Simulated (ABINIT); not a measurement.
A run of ABINIT 10.8.3 (patched build) is set up as follows.

Contents of run.abi:

```
# Pseudopotentials
pp_dirpath "./"
pseudos "W.upf, S.upf"

# Structure
acell 6.0159740246 6.0159740245 32.0319498662
rprim
     1.0000000000     0.0000000000     0.0000000000
    -0.5000000000     0.8660254038     0.0000000000
     0.0000000000     0.0000000000     1.0000000000
ntypat 2
znucl 74 16
natom 3
typat 1 2 2
xred
     0.0000000000     0.0000000000     0.0000000000
     0.3333333333     0.6666666667     0.0920005100
     0.3333333333     0.6666666667     0.9079994900

# Plane-wave basis
ecut 35.0

# k points
kptopt 1
ngkpt 8 8 2
nshiftk 1
shiftk 0.0 0.0 0.0

# Exchange and correlation
ixc 7

# Bands and occupations
nband 17
occopt 3
tsmear 0.05 eV

# SCF cycle
nstep 100
tolvrs 1.0e-10

# Output
iomode 3
prtwf 0
prtden 0
prteig 0
prtebands 0
```

Potentials or basis: PseudoDojo NC SR LDA v0.4.1 standard.

The run is started by

```console
$ abinit run.abi > log 2>&1
```

Task: Predict the band gap on the k mesh.

Result: 2.05 eV, indirect (least direct gap 2.23 eV).

Task: Predict the largest force.

Result: 0.434 eV/Å.

Forces in eV/Å, atoms in the order of the input:
```
W    0.000  0.000  0.000
S    0.000  0.000 -0.434
S    0.000  0.000  0.434
```

Caveat: spin-orbit coupling is left out, which moves the levels of the heavy elements. As with any semilocal functional, this LDA gap is likely too small.
